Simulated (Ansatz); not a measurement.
This log comes from Ansatz, run on a 2-atom cell of GaP started from a crystallographic database. Cell and atoms come from a relaxation with r2SCAN.

The cell:
```
Ga P
1.0
     0.00000    2.72541    2.72541
     2.72541    0.00000    2.72541
     2.72541    2.72541    0.00000
Ga P
1 1
Cartesian
  0.0000 0.0000 0.0000
  1.3627 1.3627 1.3627
```

Abridged output:
```
Functional definition: HSE06
  parameter a = 0.25
  parameter omega = 0.11/bohr
  exchange = pbe_x - a*pbe_x_sr(omega) + a*exact_x_sr(omega)
  correlation = pbe_c
Crystal: 2 atoms, lattice volume = 40.488 Å³
Basis set: ecut = 420 eV, 749 PW (Γ)
Bands: 13, of which v1, the nominal top of the filled ones, is band 9 counted from 1 (8 counted from 0)
Symmetry: 24 space group operations
Space group: F-43m (ITA 216)
k-points: 8 of 64 (time reversal used)
[warm-up without exact exchange]
SCF 1 stopped early in 2 iterations: F = -4539.406540 eV  dr2 = 3.75e-5
[exact exchange on]
Exchange kernel: α = 0.2500, screened, ω = 0.2079 Å⁻¹, Wigner–Seitz truncation, v(0) = 1021.1186 eV·Å³, q-mesh 4×4×4
SCF 2 converged in 7 iterations: F = -4540.486940 eV  dr2 = 6.33e-8
hybrid outer 1: dexx = +7.675e-3 eV, tail = 2.18e-5 eV
SCF 3 converged in 3 iterations: F = -4540.486792 eV  dr2 = 5.08e-8
hybrid outer 2: dexx = +5.762e-7 eV, tail = 1.69e-7 eV, Δε = 2.61e-3 eV
Free energy (F): -4540.486792 eV
Fermi energy:    6.663657 eV
--- G₀W₀: contour deformation, 6 samples at zero and on the imaginary axis and 2 off it, 64 q-points, 152 empty bands' worth ---
    ik  band        ε_KS         Σx   Σc(E_QP)       V_xc       Z   E_QP_lin       E_QP  E_QP is
     0     8      6.6637   -17.2751     1.3526   -15.6569  0.7895     6.3975     6.3981  root
     0     9      6.6637   -17.2751     1.3526   -15.6569  0.7895     6.3975     6.3981  root
     0    10      9.5048   -10.0217    -4.3607   -14.3696  0.7981     9.4919     9.4919  root
     0    11     11.4374    -7.1680    -4.3138   -11.4196  0.7966    11.3751    11.3751  root
     1     8      5.9552   -16.8301     1.4800   -15.0869  0.7870     5.6913     5.6919  root
     1     9      5.9552   -16.8301     1.4800   -15.0869  0.7870     5.6913     5.6919  root
     1    10      9.7283    -8.6422    -4.1956   -12.8037  0.8012     9.6941     9.6941  root
     1    11     12.3448    -7.1656    -4.5092   -11.5877  0.7884    12.2578    12.2576  root
     2     8      5.4512   -16.7246     1.6364   -14.8285  0.7840     5.1908     5.1915  root
     2     9      5.4512   -16.7246     1.6364   -14.8285  0.7840     5.1908     5.1915  root
     2    10      9.2017    -8.8075    -4.0624   -12.8365  0.8039     9.1683     9.1683  root
     2    11     12.2797    -6.6988    -4.4529   -11.0482  0.7926    12.1764    12.1762  root
     3     8      4.8490   -16.2931     1.7337   -14.3035  0.7810     4.5923     4.5930  root
     3     9      4.8490   -16.2931     1.7337   -14.3035  0.7810     4.5923     4.5930  root
     3    10      9.6163    -7.0887    -3.9780   -10.9733  0.8069     9.5230     9.5229  root
     3    11     11.2787    -7.3854    -4.3752   -11.6329  0.7952    11.1512    11.1510  root
     6     8      3.7398   -16.1096     2.0882   -13.7856  0.7701     3.5033     3.5039  root
     6     9      3.7398   -16.1096     2.0882   -13.7856  0.7701     3.5033     3.5039  root
     6    10      8.9681    -6.4533    -3.8012   -10.0794  0.8129     8.7933     8.7929  root
     6    11      9.2485    -7.4069    -3.9202   -11.2455  0.8072     9.1671     9.1670  root
```

The points are ik 0 = (0, 0, 0) (Γ), ik 1 = (0, 0, 1/4), ik 2 = (0, 0, -1/2), ik 3 = (0, 1/4, 1/4), ik 6 = (0, -1/2, -1/2); band 9 is the last filled one.

Question: Write the input file that gave this output.

Answer:
```yaml
crystal:
  # lattice and atoms as above
kpoints:
  mp_grid: { grid: [4, 4, 4] }
hamiltonian:
  xc: hse06
scf:
  occupations: { method: fixed }
gw:
  n_empty_bands: 152
  ecut_chi: 140
  qp_bands: [v2, c2]
  qp_kpoints: band_edges
  screening: { model: contour_deformation }
```
The exchange loop shows exact exchange. The quasiparticle table needs the gw block. Not every key shows in the log; this is the file that was used.

Run as `ansatz run input.yaml --threads 2 --pin off --max-ram 3686MiB --backend cpu --events-out ev --progress --plain --runs-dir out`.

Question: What wall time did it need on 2 threads of Arm Neoverse V2, with other jobs on the host, load about 0.8 per core, and what peak of host memory did it reach?

Answer: About 41 s, with a peak of 0.56 GiB.

The values are computed, spin-unpolarised, and not measurements.
